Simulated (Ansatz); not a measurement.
# SiO2: the cell at several levels of theory

An exercise on one series of results from a longer session: the logs are not shown, and one member is left open.

The runs shown are made with Ansatz 0.2.0. PAW datasets, plane waves, zero pressure. The values are computed, spin-unpolarised, and not measurements.

## Starting point

The symmetry is P6_322 (No. 182, hexagonal); a = 5.069 Å, c = 8.558 Å in the conventional setting, 15.87 Å³ an atom. Near Si stand 4 O at 1.60–1.61 Å; near O stand 2 Si at 1.61 Å; near O stand 2 Si at 1.60 Å.

As a file:

```cif
data_structure
_symmetry_space_group_name_H-M 'P6_322'
_symmetry_Int_Tables_number 182
_cell_length_a 5.0691
_cell_length_b 5.0691
_cell_length_c 8.5585
_cell_angle_alpha 90.000
_cell_angle_beta 90.000
_cell_angle_gamma 120.000
_cell_volume 190.45
loop_
_atom_site_label
_atom_site_type_symbol
_atom_site_symmetry_multiplicity
_atom_site_Wyckoff_symbol
_atom_site_fract_x
_atom_site_fract_y
_atom_site_fract_z
_atom_site_occupancy
Si1 Si 4 f 0.66667 0.33333 0.93713 1
O1 O 6 g 0.00000 0.42126 0.00000 1
O2 O 2 c 0.66667 0.33333 0.75000 1
```

Set-up of the first run:

input.yaml reads:

```yaml
crystal:
  lattice:
    - [5.0690738885, 0.0, 0.0]
    - [-2.5345369442, 4.3899467611, 0.0]
    - [0.0, 0.0, 8.55848854]
  atoms:
    - { symbol: Si, position: [0.66666667, 0.33333333, 0.9371258] }
    - { symbol: Si, position: [0.66666667, 0.33333333, 0.5628742] }
    - { symbol: Si, position: [0.33333333, 0.66666667, 0.0628742] }
    - { symbol: Si, position: [0.33333333, 0.66666667, 0.4371258] }
    - { symbol: O, position: [0.0, 0.42125874, 0.0] }
    - { symbol: O, position: [0.42125874, 0.42125874, 0.5] }
    - { symbol: O, position: [0.57874126, 0.0, 0.5] }
    - { symbol: O, position: [0.57874126, 0.57874126, 0.0] }
    - { symbol: O, position: [0.0, 0.57874126, 0.5] }
    - { symbol: O, position: [0.66666667, 0.33333333, 0.75] }
    - { symbol: O, position: [0.33333333, 0.66666667, 0.25] }
    - { symbol: O, position: [0.42125874, 0.0, 0.0] }
kpoints:
  mp_grid: { grid: [6, 6, 4] }
hamiltonian:
  xc: pbe
scf:
  occupations: { method: fermi_dirac, width: 0.02 }
relax:
  f_tol: 0.005
  cell: {}
```

On the command line:

```console
> ansatz run input.yaml --threads 8 --pin off --max-ram 20275MiB --backend cpu --events-out ev --progress --plain --runs-dir out
```

Steps of the session up to this table: PBE: cell and atoms; Relaxing with r2SCAN; Relaxing with PBEsol; Relaxing with LDA.

One table of the session follows, with a row left open; its other results are not shown here.

| level | a (Å) | c (Å) | volume (Å³/atom) |
| --- | --- | --- | --- |
| PBE | ? | ? | ? |
| r2SCAN | 5.036 | 8.565 | 15.674 |
| PBEsol | 5.063 | 8.594 | 15.902 |
| LDA | 5.016 | 8.539 | 15.506 |

**Question.** Estimate the row for PBE.

**Answer.** a (Å): 5.099; c (Å): 8.629; volume (Å³/atom): 16.192. In the column «a (Å)» it is the highest.

The volume runs from LDA (least) to PBE (most), a spread of 4.4 %, or 1.5 % in length if all axes shared it alike.
